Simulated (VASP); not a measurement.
# Hg: intraband terms of a metal's spectrum

Hg, I4_1/amd (no. 141), 2 atoms in the cell. PBE, independent-particle dielectric function; PAW potentials Hg (PBE set).

## Input

INCAR.step1:
```
SYSTEM = Hg
  PREC = Accurate
  ENCUT = 280
  ISMEAR = 1
  SIGMA = 0.1
  EDIFF = 1E-7
  LASPH = .True.
  KPAR = 4
  LWAVE = .False.
  LCHARG = .True.
  LMAXMIX = 4
```

INCAR.step2:
```
SYSTEM = Hg
  PREC = Accurate
  ENCUT = 280
  ISMEAR = 0
  SIGMA = 0.3
  EDIFF = 1E-6
  LASPH = .True.
  KPAR = 4
  LWAVE = .True.
  LCHARG = .False.
  LMAXMIX = 4
  ICHARG = 11
  NBANDS = 30
  NEDOS = 3000
  OMEGAMAX = 30
  CSHIFT = 0.1
```

INCAR.step3, as INCAR.step2 but for:
```
- LWAVE = .True.
+ LWAVE = .False.
+ LOPTICS = .True.
+ ALGO = None
+ NELM = 1
+ ISTART = 1
```

INCAR.step4, as INCAR.step3 but for:
```
+ WPLASMAI = 0.03
```

INCAR.step5 to INCAR.step6 change the same tag again: WPLASMAI = 0.1, 0.3.

INCAR.step7, as INCAR.step6 but for:
```
- WPLASMAI = 0.3
+ RTIME = 1
```

INCAR.step8, as INCAR.step7 but for:
```
- RTIME = 1
+ RTIME = 40
```

INCAR.step9, as INCAR.step8 but for:
```
- RTIME = 40
+ LNABLA = .True.
```

INCAR.step10, as INCAR.step9 but for:
```
- ISMEAR = 0
- LNABLA = .True.
+ ISMEAR = -5
```

KPOINTS.step1:
```
k-points
0
Gamma
  10 10 10
```

KPOINTS.step2:
```
k-points
0
Gamma
  11 11 11
```

POSCAR:
```
Hg
1.0
   -2.9297541400      2.9297541400      1.5725525500
    2.9297541400     -2.9297541400      1.5725525500
    2.9297541400      2.9297541400     -1.5725525500
Hg
2
Direct
    0.0000000000      0.0000000000      0.0000000000
    0.7500000000      0.2500000000      0.5000000000
```

Commands (each step's output is kept before the next begins):
```
cat potpaw_PBE.64/Hg/POTCAR > POTCAR
cp INCAR.step1 INCAR
cp KPOINTS.step1 KPOINTS
mpirun -np 4 vasp_std > vasp.out
cp INCAR.step2 INCAR
cp KPOINTS.step2 KPOINTS
mpirun -np 4 vasp_std > vasp.out
cp INCAR.step3 INCAR
mpirun -np 4 vasp_std > vasp.out
cp INCAR.step4 INCAR
mpirun -np 4 vasp_std > vasp.out
cp INCAR.step5 INCAR
mpirun -np 4 vasp_std > vasp.out
cp INCAR.step6 INCAR
mpirun -np 4 vasp_std > vasp.out
cp INCAR.step7 INCAR
mpirun -np 4 vasp_std > vasp.out
cp INCAR.step8 INCAR
mpirun -np 4 vasp_std > vasp.out
cp INCAR.step9 INCAR
mpirun -np 4 vasp_std > vasp.out
cp INCAR.step10 INCAR
mpirun -np 4 vasp_std > vasp.out
```

## Result

- Bands: 30

One ground state, settings moved in the last step alone:

| Settings | Plasma frequency (eV) | Im ε at 0.5 eV | Im ε at 1 eV | Im ε at 2 eV | Im ε at 4 eV | Time (s) |
|---|---|---|---|---|---|---|
| interband part alone | 5.78 | 6.2 | 7.3 | 15.5 | 3.5 | 23 |
| Drude term, WPLASMAI 0.03 | 5.78 | 14.2 | 8.3 | 15.6 | 3.5 | 25 |
| Drude term, WPLASMAI 0.1 | 5.78 | 31.9 | 10.6 | 15.9 | 3.5 | 20 |
| Drude term, WPLASMAI 0.3 | 5.78 | 65.1 | 16.5 | 16.7 | 3.6 | 20 |
| relaxation time RTIME 1 fs | 5.78 | 70.5 | 22.7 | 18.0 | 3.8 | 18 |
| relaxation time RTIME 40 fs | 5.78 | 10.6 | 7.9 | 15.6 | 3.5 | 19 |
| transversal form (LNABLA) | 5.83 | 6.3 | 7.4 | 15.7 | 3.5 | 18 |
| tetrahedron method | – | – | – | – | – | no result |

Limits: Spin-orbit coupling is left out, which can matter with atoms this heavy.

VASP 6.6.1 took 214 s on 4 cores (AMD EPYC 7571), a shared host.
